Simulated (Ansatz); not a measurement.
# Fe: the cost of one run

Method: DFT PBE, scalar-relativistic, plane waves, PAW, in Ansatz 0.2.0.

### Step 1. The starting structure

The structure is hexagonal, space group P6_3/mmc (No. 194). Conventional cell: a = 2.779 Å, b = 2.779 Å, c = 7.568 Å, α = 90.00°, β = 90.00°, γ = 120.00°. Fe (site symmetry -6m2) is surrounded by 3 Fe at 1.60 Å.

Coordinates:

```
Fe
1.0
     2.77854    0.00000    0.00000
    -1.38927    2.40628    0.00000
     0.00000    0.00000    7.56756
Fe
4
Direct
  0.00000 0.00000 0.25000
  0.00000 0.00000 0.75000
  0.33333 0.66667 0.75000
  0.66667 0.33333 0.25000
```

This is candidate A: graphite type (P6_3/mmc, No. 194).

(A quick probe on a coarse mesh, which set the mesh and smearing, is not shown.)

### Step 3. A loose first relaxation (candidate A)

input.yaml

```yaml
crystal:
  lattice:
    - [2.778537622, 0.0, 0.0]
    - [-1.389268811, 2.4062841661, 0.0]
    - [0.0, 0.0, 7.5675618161]
  atoms:
    - { symbol: Fe, position: [0.0, 0.0, 0.25] }
    - { symbol: Fe, position: [0.0, 0.0, 0.75] }
    - { symbol: Fe, position: [0.3333333333, 0.6666666667, 0.75] }
    - { symbol: Fe, position: [0.6666666667, 0.3333333333, 0.25] }
basis:
  ecutwfc: 420
kpoints:
  mp_grid: { grid: [9, 9, 2] }
hamiltonian:
  xc: pbe
scf:
  occupations: { method: gaussian, width: 0.1 }
  lower_state_search: "off"
output:
  forces: true
  stress: true
  eigenvalues: true
relax:
  adjacent_minimum: "off"
  f_tol: 0.04
  max_steps: 70
  cell: { stress_tol: 0.4 }
```

What time and memory should one allow on 1 thread of an Arm CPU, shared host?

About 88 s, with a peak of 0.33 GiB.
